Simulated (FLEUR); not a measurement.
# Pt (Fm-3m) in FLEUR: further runs

One crystal, Pt, is run at these levels: PBEsol; tasks: single point.

Everything below comes from runs of FLEUR MaX-R8.1 (later development tree). Logs are shortened: lines on timing, memory, paths and dates and some standing lists are left out, and cuts for length are marked.

## 1. The crystal as given

It takes space group Fm-3m (No. 225, cubic). The conventional cell has a = 3.922 Å, b = 3.922 Å, c = 3.922 Å, α = 90.00°, β = 90.00°, γ = 90.00°. Pt (site symmetry m-3m) has 12 Pt at 2.77 Å as nearest neighbours.

## 2. Single point, PBEsol

File inp.xml:

```xml
<?xml version="1.0" encoding="UTF-8" standalone="no"?>
<fleurInput fleurInputVersion="0.39">
   <comment>
      Pt                                                                                                  
   </comment>
   <calculationSetup>
      <cutoffs Kmax="4.12" Gmax="12.8" GmaxXC="12.8" numbands="0"/>
      <scfLoop itmax="60" minDistance="0.00001" maxIterBroyd="15" imix="Anderson" alpha="0.05" precondParam="0.0" spinf="2.0" sdNocoIR="T"/>
      <coreElectrons ctail="T" frcor="F" kcrel="0" coretail_lmax="0"/>
      <xcFunctional name="PBEs" relativisticCorrections="F"/>
      <magnetism jspins="1"/>
      <soc l_soc="F" theta="0.0" phi="0.0" spav="F"/>
      <expertModes spex="0" secvar="F"/>
      <geometryOptimization l_f="T" forcealpha="1.0" forcemix="BFGS" epsdisp="0.0005" epsforce="0.0002"/>
      <ldaU l_linMix="F" mixParam="0.05" spinf="1.0"/>
   </calculationSetup>
   <cell>
      <bzIntegration valenceElectrons="18.0" mode="hist" fermiSmearingEnergy="0.00183747">
         <kPointListSelection listName="default-1"/>
         <!-- k-points included here -->
         <xi:include xmlns:xi="http://www.w3.org/2001/XInclude" href="kpts.xml"> </xi:include>
      </bzIntegration>
      <!-- symmetry operations included here -->
      <xi:include xmlns:xi="http://www.w3.org/2001/XInclude" href="sym.xml"> </xi:include>
      <bulkLattice scale="1.0">
         <bravaisMatrix>
            <row-1>    0.0000000000000000     3.7055639577281401     3.7055639577281401</row-1>
            <row-2>    3.7055639577281401     0.0000000000000000     3.7055639577281401</row-2>
            <row-3>    3.7055639577281401     3.7055639577281401     0.0000000000000000</row-3>
         </bravaisMatrix>
      </bulkLattice>
   </cell>
   <atomSpecies>
      <species name="Platinum (Pt)" element="Pt" atomicNumber="78">
         <mtSphere radius="2.38" gridPoints="803" logIncrement="0.017"/>
         <atomicCutoffs lmax="10" lnonsphr="10"/>
         <electronConfig flipSpins="F">
            <coreConfig>(1s1/2) (2s1/2) (2p1/2) (2p3/2) (3s1/2) (3p1/2) (3p3/2) (4s1/2) (3d3/2) (3d5/2) (4p1/2) (4p3/2) (4d3/2) (4d5/2) (4f5/2) (4f7/2)</coreConfig>
            <valenceConfig>(5s1/2) (5p1/2) (5p3/2) (6s1/2) (5d3/2) (5d5/2)</valenceConfig>
            <stateOccupation state="(6s1/2)" spinUp="0.500000" spinDown="0.500000"/>
            <stateOccupation state="(5d3/2)" spinUp="1.800000" spinDown="1.800000"/>
            <stateOccupation state="(5d5/2)" spinUp="2.700000" spinDown="2.700000"/>
         </electronConfig>
         <energyParameters s="6" p="6" d="5" f="5"/>
         <lo type="SCLO" l="0" n="5" eDeriv="0"/>
         <lo type="SCLO" l="1" n="5" eDeriv="0"/>
         <lo type="SCLO" l="1" n="5" eDeriv="1"/>
         <lo type="SCLO" l="2" n="5" eDeriv="2"/>
         <lo type="SCLO" l="3" n="5" eDeriv="2"/>
      </species>
   </atomSpecies>
   <atomGroups>
      <atomGroup species="Platinum (Pt)">
         <relPos label="                   1">.0000000000 .0000000000 .0000000000</relPos>
         <force calculate="T" relaxXYZ="TTT"/>
      </atomGroup>
   </atomGroups>
   <output dos="F" band="F" slice="F">
      <checks vchk="F" cdinf="F"/>
      <bandDOS minEnergy="-.5*Htr" maxEnergy="0.5*Htr" sigma="0.015" storeEVData="T"/>
      <vacuumDOS vacdos="F" integ="F" star="F" nstars="0" locx1="0.0" locy1="0.0" locx2="0.0" locy2="0.0" nstm="0" tworkf="0.0"/>
      <unfoldingBand unfoldBand="F" supercellX="1" supercellY="1" supercellZ="1"/>
      <plotting iplot="0" polar="F">
         <plot TwoD="T" vec1="  1.0  0.0  0.0" vec2="  0.0  1.0  0.0" vec3="  0.0  0.0  1.0" zero="  0.0  0.0  0.0" file="plot"/>
      </plotting>
      <chargeDensitySlicing numkpt="0" minEigenval="0.0" maxEigenval="0.0" nnne="0" pallst="F"/>
      <specialOutput eonly="F"/>
      <moessbauerParams electricFieldGradient="T" isomerShift="T" coreHyperfine="T" valenceHyperfine="T"/>
      <magneticCircularDichroism mcd="F" energyLo="-10.0" energyUp="0.0"/>
   </output>
  <!-- We include the file relax.xml here to enable relaxations (see documentation) -->
  <xi:include xmlns:xi="http://www.w3.org/2001/XInclude" href="relax.xml"> <xi:fallback/> </xi:include>
</fleurInput>
```

File crystal.txt:

```
Pt
&input cartesian=F /
0.0000000000  1.9609000000  1.9609000000
1.9609000000  0.0000000000  1.9609000000
1.9609000000  1.9609000000  0.0000000000
1.8897261246
1.0 1.0 1.0

1
78 0.0000000000  0.0000000000  0.0000000000

&kpt div1=12 div2=12 div3=12 gamma=T /
```

Potentials or basis: all-electron, FLAPW.

Started as:

```console
inpgen -f crystal.txt -profile fastHighL
# inp.xml edited to the form shown
fleur_MPI
```

The program printed:

```text
Welcome to FLEUR        (www.flapw.de)
      MaX-Release 8.1          (www.max-centre.eu)

 ========== k-point set info ==========
 Selected k-point list: default-1
 k-point list type: mesh
 12 x 12 x 12
 Number of k points: 72

 ------------Calculation Setup---------------------------
 Number of MPI-tasks      :            1
 Number of PE/node        :            1
 Number of OMP-threads    :            1
 Most efficient MPI parallelization for:
           1           2           3           4           6           8           9          12          18          24          36          72
 Additional eigenvalue parallelization possible
 Number of basis functions:          164
 Approximate size of matrices (H+S) per k-point:         0.000 GB
 --------------------------------------------------------
 Iteration:     1   Distance:      18.25903364 me/bohr^3
 Iteration:     2   Distance:      16.40726059 me/bohr^3
 Iteration:     3   Distance:       7.01402540 me/bohr^3
 Iteration:     4   Distance:       3.51278715 me/bohr^3
 Iteration:     5   Distance:       3.51492710 me/bohr^3
 Iteration:     6   Distance:       0.19119710 me/bohr^3
 Iteration:     7   Distance:       0.27493592 me/bohr^3
 Iteration:     8   Distance:       0.02129363 me/bohr^3
 Iteration:     9   Distance:       0.02048827 me/bohr^3
 Iteration:    10   Distance:       0.00176316 me/bohr^3
 Iteration:    11   Distance:       0.00011832 me/bohr^3
 Iteration:    12   Distance:       0.00008359 me/bohr^3
 Iteration:    13   Distance:       0.00000146 me/bohr^3

 ********************************************************************
 Run finished successfully
 Stop message:
   Structural relaxation: Done
 ********************************************************************
```

out.xml (last iteration):

```text
<iteration numberForCurrentRun="   14" overallNumber="   14">
         <energyParameters units="Htr">
            <atomicEP atomType="1" spin="1" branch="6s" branchLowest="-3.05" branchHighest="2.01" value="0.3453707070"/>
            <atomicEP atomType="1" spin="1" branch="6p" branchLowest="-1.33" branchHighest="3.04" value="0.5043981518"/>
            <atomicEP atomType="1" spin="1" branch="5d" branchLowest="-10.57" branchHighest="0.76" value="0.4410661820"/>
            <atomicEP atomType="1" spin="1" branch="5f" branchLowest="-1.90" branchHighest="2.91" value="0.7917442019"/>
            <loAtomicEP atomType="1" spin="1" branch="5s" branchLowest="-24.81" branchHighest="-3.05" value="-3.0596308355"/>
            <loAtomicEP atomType="1" spin="1" branch="5p" branchLowest="-18.37" branchHighest="-1.33" value="-1.4143261904"/>
            <loAtomicEP atomType="1" spin="1" branch="5p" branchLowest="-18.37" branchHighest="-1.33" value="-1.4143261904"/>
            <loAtomicEP atomType="1" spin="1" branch="5d" branchLowest="-10.57" branchHighest="0.76" value="0.4274278594"/>
            <loAtomicEP atomType="1" spin="1" branch="5f" branchLowest="-1.90" branchHighest="2.91" value="0.7917365130"/>
         </energyParameters>
         <eigenvalues>
            <eigenvaluesAt spin="1" ikpt="1" k_x="0.00000000" k_y="0.00000000" k_z="0.00000000">
                      -3.0608260725       -1.3659837570       -1.3659837570       -1.3659837570        0.1824561023
                       0.4215675362        0.4215675362        0.4215675362        0.5019657876        0.5019657876
                       1.0958233513        1.2775337734        1.2775337734        1.2775337734        1.4734130424
            </eigenvaluesAt>
            <eigenvaluesAt spin="1" ikpt="2" k_x="0.00000000" k_y="0.00000000" k_z="0.08333333">
                      -3.0607453668       -1.3671893036       -1.3661579440       -1.3661579440        0.1927126323
                       0.4170637208        0.4255461775        0.4255461775        0.4997881513        0.4997881513
                       1.1114814793        1.2291553152        1.2931452621        1.2931452621        1.5234171196
            </eigenvaluesAt>
            <eigenvaluesAt spin="1" ikpt="3" k_x="0.00000000" k_y="0.00000000" k_z="0.16666667">
                      -3.0605232069       -1.3704531478       -1.3666286864       -1.3666286864        0.2211445386
                       0.4080634352        0.4336935466        0.4336935466        0.4980013111        0.4980013111
                       1.1429079306        1.1480881348        1.3365976726        1.3365976726        1.4736042689
            </eigenvaluesAt>
            <eigenvaluesAt spin="1" ikpt="4" k_x="0.00000000" k_y="0.00000000" k_z="0.25000000">
                      -3.0602189365       -1.3748644832       -1.3672695164       -1.3672695164        0.2581008929
                       0.4081506950        0.4354688367        0.4354688367        0.5083501495        0.5083501495
                       1.0481380345        1.1599420650        1.3893074164        1.3893074164        1.4211873705
            </eigenvaluesAt>
         </eigenvalues>
         <bandgap value="0.0017551988" units="eV"/>
         <sumValenceSingleParticleEnergies value="-10.0885846950" units="Htr"/>
         <FermiEnergy value="0.5626350176" units="Htr"/>
         <valenceDensity>
            <mtCharges spin="1">
               <mtCharge atomType="1" total="16.0713888" s="2.4142288" p="6.2807517" d="7.3189315" f="0.0463025"/>
            </mtCharges>
            <spinDependentCharge spin="1" total="18.0000000" interstitial="1.9286112" mtSpheres="16.0713888"/>
            <totalCharge value="18.0000000000"/>
         </valenceDensity>
         <coreStates atomType="     1" atomicNumber=" 78" spin="1" kinEnergy="  20892.9109905797" eigValSum=" -11303.0546365917" lostElectrons=" 0.000621">
            <state n="1" l="0" j="0.5" energy="-2876.3475327108" weight="1.0000000000"/>
            <state n="2" l="0" j="0.5" energy="-504.3688234520" weight="1.0000000000"/>
            <state n="2" l="1" j="0.5" energy="-483.3578823912" weight="1.0000000000"/>
            <state n="2" l="1" j="1.5" energy="-419.8436183842" weight="2.0000000000"/>
            <state n="3" l="0" j="0.5" energy="-117.9440512140" weight="1.0000000000"/>
            <state n="3" l="1" j="0.5" energy="-108.5222998588" weight="1.0000000000"/>
[... 8 lines left out ...]
            <state n="4" l="3" j="2.5" energy="-1.9737137120" weight="3.0000000000"/>
            <state n="4" l="3" j="3.5" energy="-1.8466460386" weight="4.0000000000"/>
         </coreStates>
         <allElectronCharges>
            <spinDependentCharge spin="1" total="78.0000000" interstitial="1.9292230" mtSpheres="76.0707770"/>
            <totalCharge value="77.9999999930"/>
         </allElectronCharges>
         <moessbauerParams unitsHFF="kG" unitsIS="e/bohr^3" unitsEFG="Htr/bohr^2">
            <coreIsomerShift atomType="1" isTotal="2122821.13485">
               <shell n="1" l="0" isomerShift="1762165.69731"/>
               <shell n="2" l="0" isomerShift="261755.29672"/>
               <shell n="2" l="1" isomerShift="18248.87039"/>
               <shell n="3" l="0" isomerShift="59707.50041"/>
               <shell n="3" l="1" isomerShift="4664.29878"/>
               <shell n="4" l="0" isomerShift="15118.34109"/>
               <shell n="3" l="2" isomerShift="0.00190"/>
               <shell n="4" l="1" isomerShift="1161.12774"/>
               <shell n="4" l="2" isomerShift="0.00050"/>
               <shell n="4" l="3" isomerShift="0.00000"/>
            </coreIsomerShift>
            <isomerShift atomType="1" nucleusRadius="0.0001370" averageDensity="2125897.36019"/>
            <electricFieldGradient atomType="1" VXX="0.00000" VYY="0.00000" VZZ="0.00000" asymParam="0.00000">
            </electricFieldGradient>
         </moessbauerParams>
         <totalEnergy                                    value="   -18441.5857763804" units="Htr">
            <sumOfEigenvalues                            value="   -11313.1432212867">
               <coreElectrons value="-11303.0546365917"/>
               <valenceElectrons value="-10.0885846950"/>
            </sumOfEigenvalues>
            <densityCoulombPotentialIntegral value="-31952.3610437334"/>
            <densityEffectivePotentialIntegral value="-32416.2380527772"/>
            <chargeDenXCDenIntegral value="-352.1480611405"/>
            <FockExchangeEnergyValence value="0.0000000000"/>
            <FockExchangeEnergyCore value="0.0000000000"/>
            <atomTypeDependentContributions atomType="1">
               <electronNucleiInteractionDifferentMTs value="23164.8002956807"/>
               <MadelungTerm value="-51.5517291830"/>
            </atomTypeDependentContributions>
            <tkbTimesEntropy value="0.0005726060"/>
            <freeEnergy value="-18441.5863489865"/>
            <extrapolationTo0K value="-18441.5860626834"/>
         </totalEnergy>
         <totalForcesOnRepresentativeAtoms units="Htr/bohr">
            <forceTotal atomType="1" x="0.000000" y="0.000000" z="0.000000" F_x="0.00000000" F_y="0.00000000" F_z="0.00000000"/>
         </totalForcesOnRepresentativeAtoms>
      </iteration>
```

It took 24 s on 1 thread of Arm Neoverse V2, shared host; peak memory 0.06 GiB.

Results:

| Property | Result |
| --- | --- |
| Free energy | -501821.1291 eV |
| Band gap on the k mesh | none (metal or under the smearing width) |
| Valence electrons inside the program's atomic spheres | Pt 16.07 (radii Pt 2.38 bohr) |

Core levels (eV from the Fermi level):
| atom | levels |
| --- | --- |
| 1 Pt | 1s1/2 -78284.7, 2s1/2 -13739.9, 2p1/2 -13168.1, 2p3/2 -11439.8, 3s1/2 -3224.7, 3p1/2 -2968.4, 3p3/2 -2588.5, 4s1/2 -690.4, 3d3/2 -2161.9, 3d5/2 -2080.0, 4p1/2 -581.7, 4p3/2 -491.1, 4d3/2 -313.2, 4d5/2 -296.4, 4f5/2 -69.0, 4f7/2 -65.6 |

## 3. Single point, PBEsol (cell strained at random at fixed volume)

inp.xml, as its differences from that of step 2:

```diff
@@ -26,5 +26,5 @@
          <bravaisMatrix>
-            <row-1>    0.0000000000000000     3.7055639577281401     3.7055639577281401</row-1>
-            <row-2>    3.7055639577281401     0.0000000000000000     3.7055639577281401</row-2>
-            <row-3>    3.7055639577281401     3.7055639577281401     0.0000000000000000</row-3>
+            <row-1>   -0.0251390266355538     3.6580430148728236     3.6746291410684377</row-1>
+            <row-2>    3.7247220011793347     0.0057353187881610     3.6437566853708478</row-2>
+            <row-3>    3.7811246568202703     3.6835713250900453    -0.0506654471266506</row-3>
          </bravaisMatrix>
@@ -34,3 +34,3 @@
       <species name="Platinum (Pt)" element="Pt" atomicNumber="78">
-         <mtSphere radius="2.38" gridPoints="803" logIncrement="0.017"/>
+         <mtSphere radius="2.38" gridPoints="793" logIncrement="0.017"/>
          <atomicCutoffs lmax="10" lnonsphr="10"/>
```

File crystal.txt:

```
Pt
&input cartesian=F /
-0.0133030000  1.9357530000  1.9445300000
1.9710380000  0.0030350000  1.9281930000
2.0008850000  1.9492620000  -0.0268110000
1.8897261246
1.0 1.0 1.0

1
78 -0.0132620000  0.0199540000  0.0069400000

&kpt div1=12 div2=12 div3=12 gamma=T /
```

Potentials or basis: all-electron, FLAPW.

Started as:

```console
inpgen -f crystal.txt -profile fastHighL
# inp.xml edited to the form shown
fleur_MPI
```

Wall time 8.9 min (1 thread of Arm Neoverse V2, shared host); peak memory 0.1 GiB.

Results (log left out):

- Free energy: -501821.1261 eV
- Band gap on the k mesh: none (metal or under the smearing width)
- Valence electrons inside the program's atomic spheres: Pt 16.07 (radii Pt 2.38 bohr)

Levels at points of the mesh, in eV from the Fermi level:
```
           k point  band 6  band 7  band 8  band 9  band 10  band 11  band 12  band 13
(0.00, 0.00, 0.00)   -4.09   -3.72   -3.70   -1.81    -1.47    14.52    18.87    19.75
(0.00, 0.00, 0.50)   -3.97   -3.78   -0.73   -0.11     0.10     5.56    14.21    18.97
(0.00, 0.50, 0.00)   -4.18   -3.64   -0.47    0.04     0.09     5.97    13.96    18.33
(0.00, 0.50, 0.50)   -6.69    0.01    0.47    0.49     1.38     8.43    11.49    11.69
(0.50, 0.00, 0.00)   -4.03   -3.74   -0.61   -0.12     0.16     5.76    14.11    18.72
(0.50, 0.00, 0.50)   -6.68   -0.01    0.39    0.60     1.88     9.10    10.71    11.53
(0.50, 0.50, 0.00)   -6.68   -0.03    0.38    0.61     1.79     8.99    11.03    11.38
(0.50, 0.50, 0.50)   -4.13   -3.68   -0.50   -0.04     0.15     5.94    13.99    18.41
```

Core levels (eV from the Fermi level):
```csv
atom,levels
1 Pt,"1s1/2 -78284.7, 2s1/2 -13739.9, 2p1/2 -13168.1, 2p3/2 -11439.8, 3s1/2 -3224.7, 3p1/2 -2968.3, 3p3/2 -2588.5, 4s1/2 -690.3, 3d3/2 -2161.9, 3d5/2 -2080.0, 4p1/2 -581.7, 4p3/2 -491.1, 4d3/2 -313.2, 4d5/2 -296.4, 4f5/2 -69.0, 4f7/2 -65.6"
```

Spin-orbit coupling is left out, which matters for the levels of Pt.
